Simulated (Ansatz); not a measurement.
# V: further runs on the relaxed cell

An exercise on one series of results from a longer session: the logs are not shown, and one member is left open.

Computed with Ansatz 0.2.0 (DFT PBEsol, scalar-relativistic, plane waves, PAW, unless a step's input says otherwise).

2 further runs of the same task are left out: 2 set aside as unsound or not needed.

### Starting point

It takes space group Im-3m (No. 229, cubic). The conventional cell has a = 2.959 Å, b = 2.959 Å, c = 2.959 Å, α = 90.00°, β = 90.00°, γ = 90.00°. V (site symmetry m-3m) is surrounded by 8 V at 2.56 Å.

Coordinates:

```cif
data_structure
_symmetry_space_group_name_H-M 'Im-3m'
_symmetry_Int_Tables_number 229
_cell_length_a 2.9588
_cell_length_b 2.9588
_cell_length_c 2.9588
_cell_angle_alpha 90.000
_cell_angle_beta 90.000
_cell_angle_gamma 90.000
_cell_volume 25.90
loop_
_atom_site_label
_atom_site_type_symbol
_atom_site_symmetry_multiplicity
_atom_site_Wyckoff_symbol
_atom_site_fract_x
_atom_site_fract_y
_atom_site_fract_z
_atom_site_occupancy
V1 V 2 a 0.00000 0.00000 0.00000 1
```

It is the result of an earlier relaxation at this level (volume 12.95 Å³/atom; gap on the mesh: none (metal)).

The first run:

input.yaml reads:

```yaml
crystal:
  lattice:
    - [-1.4794246038, 1.4794246038, 1.4794246038]
    - [1.4794246038, -1.4794246038, 1.4794246038]
    - [1.4794246038, 1.4794246038, -1.4794246038]
  atoms:
    - { symbol: V, position: [0.0, 0.0, 0.0] }
basis:
  ecutwfc: 420
kpoints:
  mp_grid: { grid: [20, 20, 20] }
  band_path:
    path:
      - [[0.0, 0.0, 0.0], [0.5, -0.5, 0.5], [0.0, 0.0, 0.5], [0.0, 0.0, 0.0], [0.25, 0.25, 0.25], [0.5, -0.5, 0.5]]
      - [[0.25, 0.25, 0.25], [0.0, 0.0, 0.5]]
    npoints: 14
hamiltonian:
  xc: pbesol
scf:
  occupations: { method: gaussian, width: 0.1 }
  n_extra_bands: 6
output:
  forces: true
  stress: true
  eigenvalues: true
  populations: true
  dos: { projected: true, de: 0.02, nscf_kmesh: { grid: [30, 30, 30] } }
  bader: true
  write_density: true
  write_potential: true
  elf: true
  volumetric_format: npy
```

Launch:

```console
> ansatz run input.yaml --threads 1 --pin off --max-ram 2560MiB --backend cpu --events-out ev --progress --plain --runs-dir out
```

Steps of the session up to this table: Bands, states and charges; Back to the database's cell; Point at V/V0 = 0.97; The cell scaled to 1.03 of its volume; The cell scaled to 0.94 of its volume; Volume × 1.06; Volume × 0.91; Volume × 1.10; Volume × 0.88.

One table of the session follows, with a row left open; its other results are not shown here.

It belongs to the step «Equation of state». 

```
volume (Å³/atom)  energy above the lowest point (meV/atom)  pressure (GPa)
          11.398                                     139.4           31.80
          11.786                                         ?               ?
          12.175                                      31.4           13.69
          12.563                                       7.5            6.38
          12.952                                       0.0            0.01
          13.341                                       6.9           -5.51
          13.729                                      26.4          -10.30
          14.247                                      68.9          -15.69
```

Q: Estimate the row for volume (Å³/atom) = 11.786 from the others.

Worked estimate for «energy above the lowest point (meV/atom)». A straight line through the neighbours (11.398, 139.4) and (12.175, 31.4) gives 139.4 + (31.4 − 139.4) × (11.786 − 11.398) / (12.175 − 11.398) = 85.5; a parabola fitted to 3 rows on both sides gives 75.4.

The run gave: energy above the lowest point (meV/atom): 74.4; pressure (GPa): 22.11. In «energy above the lowest point (meV/atom)» the line misses by +11.1 and the parabola by +1.0.
